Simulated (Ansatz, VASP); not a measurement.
**Mg2Ge in VASP and in Ansatz**

```
Mg Ge
1.0
     0.00000    3.18218    3.18218
     3.18218    0.00000    3.18218
     3.18218    3.18218    0.00000
Mg Ge
2 1
Direct
  0.25000 0.25000 0.25000
  0.75000 0.75000 0.75000
  0.00000 0.00000 0.00000
```

Alike in both runs: functional PBEsol; k mesh 10 × 10 × 10; occupations gaussian, width 0.01 eV; no spin polarisation.

Ansatz relaxed the structure, and its values are those at the end. VASP's run is a single point on that final structure, the one shown.

|  | VASP | Ansatz |
| --- | --- | --- |
| version | VASP 6.6.1 | Ansatz 0.2.0 |
| potentials or method | VASP PAW PBE potentials, release 64 (Mg, Ge_d) | scalar-relativistic, plane waves, PAW |
| plane-wave cutoff (eV) | 520 | 420 |
| valence electrons in the cell | 18 | 34 |

|  | VASP | Ansatz | Ansatz less VASP |
| --- | --- | --- | --- |
| gap on the k mesh at the Fermi level (eV) | 0.08 | 0.08 | +0.001 |
| least direct gap on the mesh (eV) | 1.04 | 1.03 | -0.005 |
| pressure (GPa) | -0.1 | 0.0 | +0.09 |

The two sets of potentials don't hold the same shells in valence.

Caveats: the PAW data sets were made with another functional, which shifts forces and pressure a little (VASP). A k mesh can miss the band edges.
